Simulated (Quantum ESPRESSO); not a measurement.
**Cu under changes of volume**

One of the cells (11.436 Å³/atom); the others are scaled copies at fixed shape and fractional positions:

```
CELL_PARAMETERS angstrom
2.53410 0.00000 0.00000
-1.26705 2.19459 0.00000
0.00000 0.00000 4.11257
ATOMIC_POSITIONS crystal
Cu 0.66667 0.33333 0.75000
Cu 0.33333 0.66667 0.25000
```

This isn't the form of Cu at room conditions, which is fcc.

| Item | Value |
| --- | --- |
| Program | Quantum ESPRESSO 7.5 |
| Functional | r2SCAN |
| Potentials or basis | SG15 PBE 1.2 |
| Cutoff | 1197 eV |
| Density cutoff | 4789 eV |
| k mesh | 6 × 6 × 4 |
| Occupations | fermi-dirac, width 0.05 eV |
| Spin | no spin polarisation |

| volume (Å³/atom) | energy over the lowest point (meV/atom) | pressure (GPa) |
| --- | --- | --- |
| 10.749 | 31.52 | 13.3 |
| 10.978 | 15.55 | 8.9 |
| 11.207 | 5.43 | 5.1 |
| 11.436 | 0.46 | 1.7 |
| 11.664 | 0.00 | -1.3 |
| 11.893 | ? | ? |
| 12.122 | 10.43 | -6.2 |

Problem. What does the run at 11.893 Å³/atom give?

Solution. Energy over the lowest point 3.48 meV/atom; pressure -3.9 GPa.

Worked out: A Birch-Murnaghan fit of order 3 (a polynomial in V^(-2/3)) to the other rows has its minimum at 11.57 Å³/atom with B0 = V·E''(V) = 147 GPa and B' = 5.6 at fixed shape and positions, which overstates the stiffness. It gives 3.48 meV/atom at 11.893 Å³/atom, against the run's 3.48, and -dE/dV = -3.7 GPa, against -3.9.

Energies are extrapolated to zero smearing.

Caveats: all runs use coarse meshes; the potentials were made for another functional, which shifts forces and pressure.
